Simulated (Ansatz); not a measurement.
Os in several cubic structure types, each at its own equilibrium volume.

Method: Ansatz, PBE, plane waves, PAW datasets (generated soft set 1).

Settings: cutoff 420 eV; no spin polarisation; Fermi–Dirac smearing of 0.0612 eV; k-meshes 49³ (bcc), 34³ (diamond), 49³ (fcc).

(1) Rank the structures by energy per atom, lowest first.
A. diamond
B. bcc
C. fcc

(2) Give the equilibrium volume and bulk modulus of each.

## Answers

(1) C (0.0 meV/atom), B (748 meV/atom), A (1155 meV/atom).

(2) 
```tsv
structure	V₀ (Å³/atom)	B₀ (GPa)
bcc	14.78	352
diamond	21.44	205
fcc	14.33	390
```

Only these cubic types are compared here; the real ground state can be another structure or magnetic.

Model structures, not the usual forms at ambient conditions (metastable or hypothetical): Os (bcc type), Os (diamond type), Os (fcc type).
